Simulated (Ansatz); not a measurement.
Here is an Ansatz 0.2.0 calculation.

File input.yaml:

```yaml
crystal:
  lattice:
    - [0.0, 2.2535006075, 2.2535006075]
    - [2.2535006075, 0.0, 2.2535006075]
    - [2.2535006075, 2.2535006075, 0.0]
  atoms:
    - { symbol: Ga, position: [0.0, 0.0, 0.0] }
    - { symbol: "N", position: [0.25, 0.25, 0.25] }
hamiltonian:
  xc: pbesol
  pseudopotentials: { kind: paw }
kpoints:
  mp_grid: { grid: [7, 7, 7] }
scf:
  occupations: { method: fixed }
phonons:
  method: dfpt
  dielectric: true
  rigid_motions: translations
  qmesh: [2, 2, 2]
  temperatures: { t_max: 1000, t_step: 100 }
  qpath:
    path:
      - [[0.0, 0.0, 0.0], [0.5, 0.0, 0.5], [0.5, 0.25, 0.75], [0.375, 0.375, 0.75], [0.0, 0.0, 0.0], [0.5, 0.5, 0.5], [0.625, 0.25, 0.625], [0.5, 0.25, 0.75], [0.5, 0.5, 0.5], [0.375, 0.375, 0.75]]
      - [[0.625, 0.25, 0.625], [0.5, 0.0, 0.5]]
    npoints: 8
```

Potentials or basis: Ansatz PAW.

Command:

```sh
$ ansatz run input.yaml --threads 2 --pin off --max-ram 5632MiB --backend cpu --events-out ev --progress --plain --runs-dir out
```

(1) Estimate the electronic dielectric tensor (diagonal).

(2) Estimate the Born charges (mean of the diagonal).

(3) What does it give for the static dielectric tensor (diagonal)?

(4) Predict the highest phonon frequency, LO-TO splitting left out.

(5) What does it give for the band gap on the k mesh?

## Answers

(1) 6.05.

(2) Ga +2.67; N -2.67 e.

(3) 10.69.

(4) 673 cm⁻¹.

(5) 1.66 eV, direct.

Caveat: odd divisions of the mesh miss points on the zone boundary, where band edges often lie, so the gap on the mesh can be too wide; the q mesh is small, so phonon branches between its points and thermal values are rough.

**Measured values to compare with.**

A printed reference work, textbook reports, for a bulk crystal of GaN at 0 K: band gap 3.299 eV (direct).

A measured gap of GaN is 3.299 eV (direct; 0 K; a printed reference work, textbook); the calculated 1.66 eV misses it by -1.64 eV. Spin-orbit coupling on Ga is left out. The value is that of PBEsol, without temperature or zero-point motion. Semilocal functionals fall short of measured gaps as a rule. The cell is a database's relaxed one, not the measured one, which moves gaps too.
